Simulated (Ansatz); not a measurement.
This script for an equation of state with a fit of AlN, space group P6_3/mmc with the Python package of Ansatz (0.2.0) holds a mistake.

Script `eos_aln.py`:
```python
'''Equation of state of AlN.'''

import ansatz as az
import numpy as np
from pymatgen.analysis.eos import EOS

XC = 'r2SCAN'
CUTOFF_EV = 500
SMEARING = 'Fixed'
KGRID = (6, 6, 4)

vectors0 = np.array([
    [3.31211574, 0.0, 0.0],
    [-1.65605787, 2.86837637, 0.0],
    [0.0, 0.0, 4.187563],
])
sites = [
    ('Al', [1 / 3, 2 / 3, 0.75]),
    ('Al', [2 / 3, 1 / 3, 0.25]),
    ('N', [1 / 3, 2 / 3, 0.25]),
    ('N', [2 / 3, 1 / 3, 0.75]),
]


def on_lattice(cell):
    crystal = az.Crystal(lattice=az.Lattice(cell))
    for symbol, position in sites:
        crystal = crystal.atom(symbol, position)
    return crystal

# uniform scaling of the cell
volumes, energies, pressures = [], [], []
for scale in np.linspace(0.88, 1.12, 7):
    cell = vectors0 * scale ** (1 / 3)
    calc = (
        on_lattice(cell).calculation()
        .functional(XC)
        .pseudopotentials('paw')
        .basis(CUTOFF_EV)
        .occupations(SMEARING)
        .kpoints(*KGRID)
        .stress()
    )
    r = calc.run(threads=1, pin='off').report
    volumes.append(abs(np.linalg.det(cell)) / len(sites))
    energies.append(r['free_energy_ev'] / len(sites))
    pressures.append(np.trace(r['stress_gpa']) / 3)
    print(f'V = {volumes[-1]:8.4f} A^3/atom  F = {energies[-1]:.5f} eV/atom  P = {pressures[-1]:8.3f} GPa')

for form in ['pourier_tarantola', 'vinet']:
    fit = EOS(eos_name=form).fit(volumes, energies)
    print(f'{form:18s} V0 {fit.v0:8.4f} A^3/atom  B0 {fit.b0_GPa:7.1f} GPa  B1 {fit.b1:5.2f}')
```

```console
$ python eos_aln.py
Traceback (most recent call last):
  File "eos_aln.py", line 36, in <module>
    on_lattice(cell).calculation()
    ~~~~~~~~~~^^^^^^
  File "eos_aln.py", line 26, in on_lattice
    crystal = az.Crystal(lattice=az.Lattice(cell))
                                 ~~~~~~~~~~^^^^^^
TypeError: Lattice.__init__() takes 1 positional argument but 2 were given
$ echo $?
1
```

Why does it end like this?

The fault: a lattice is made by Lattice.of, not by the class itself. Mended:

```diff
--- before
+++ after
@@ -25,3 +25,3 @@
 def on_lattice(cell):
-    crystal = az.Crystal(lattice=az.Lattice(cell))
+    crystal = az.Crystal(lattice=az.Lattice.of(cell))
     for symbol, position in sites:
```

The mended script runs so:

```console
$ python eos_aln.py
V =   8.7524 A^3/atom  F = -464.05021 eV/atom  P =   28.937 GPa
V =   9.1502 A^3/atom  F = -464.10454 eV/atom  P =   15.278 GPa
V =   9.5480 A^3/atom  F = -464.12813 eV/atom  P =    4.098 GPa
V =   9.9459 A^3/atom  F = -464.12656 eV/atom  P =   -5.062 GPa
V =  10.3437 A^3/atom  F = -464.10436 eV/atom  P =  -12.571 GPa
V =  10.7415 A^3/atom  F = -464.06525 eV/atom  P =  -18.721 GPa
V =  11.1394 A^3/atom  F = -464.01232 eV/atom  P =  -23.747 GPa
pourier_tarantola  V0   9.7167 A^3/atom  B0   227.2 GPa  B1  3.83
vinet              V0   9.7164 A^3/atom  B0   226.9 GPa  B1  3.85
```

Caveats:
- Absolute energies stand on the zero of these potentials, so only differences at equal settings mean something.
- Shape and fractional positions are held along the curve, so the bulk modulus is an upper value where they are free to relax.
- Pressure is positive in compression.
- At these settings the cell as given stands under about -5 GPa, so it isn't at this functional's equilibrium volume.
- The structure comes from a database of computed cells and needn't be a stable or known phase.
- Hardware and time: 17 s on 1 thread of Arm Neoverse V1 (shared host), peak memory 0.53 GiB.

(Lines on the test bed's own set-up are left out of the output.)
